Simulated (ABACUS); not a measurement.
Runs of ABACUS 3.10.1 on SnSe2. Symmetry: P-3m1, No. 164, trigonal system. The conventional cell has a = 3.811 Å, b = 3.811 Å, c = 6.136 Å, α = 90.00°, β = 90.00°, γ = 120.00°. Around Sn (site symmetry -3m) lie 6 Se at 2.68 Å. Se (site symmetry 3m) has 3 Sn at 2.68 Å as nearest neighbours. 

```tsv
task	level	potentials or basis	cell	k mesh	cutoff (eV)	SCF threshold on the density	eigensolver	symmetry key	max steps of the relaxation	force threshold	mesh quality	gap on the mesh (eV)	pressure (GPa)	V0 of scaled cells (Å³/atom)	B0 (GPa)
equation of state	LDA	PseudoDojo NC SR 0.4.1 LDA standard, plane waves	as given	6 × 6 × 4	1184	1e-08	dav	1	-	-	not flagged	-	-	26.08	69
relaxation of cell and atoms	rPW86PBE	Ansatz NC PBE, plane waves	relaxed	6 × 6 × 4	1184	1e-08	dav	1	60	0.005 eV/Å	not flagged	(b)	0.1	-	-
equation of state	rSCAN	SG15 ONCV 1.2 PBE, plane waves	as given	5 × 5 × 3	1374	1e-08	dav	1	-	-	coarse	-	-	27.11	59
single point	M06-L	SG15 ONCV 1.2 PBE, plane waves	as given	5 × 5 × 3	1374	1e-08	dav	1	-	-	not flagged	0.87	(a)	-	-
```

Alike in all rows: no spin polarisation; smearing fermi-dirac 0.05 eV.

Question: Fill in the values left out.

Answer: (a) 4.7; (b) 0.61.

Caveats: some runs use coarse meshes; the potentials were made for another functional, which shifts forces and pressure (some runs); the cell was scaled at fixed shape and fractional positions, which overstates the stiffness of a crystal with free parameters, most of all of layers and chains (some runs); spin-orbit coupling is left out, which moves the levels of the heavy elements (some runs); the volume moved by +14 % from the deposited cell, more than functionals usually miss (some runs); an odd mesh through Γ misses points on the zone boundary, where band edges often lie (some runs).

A k mesh can miss the band edges, and the runs leave out spin-orbit coupling on Se, Sn.

Not every run made on this cell is shown here.
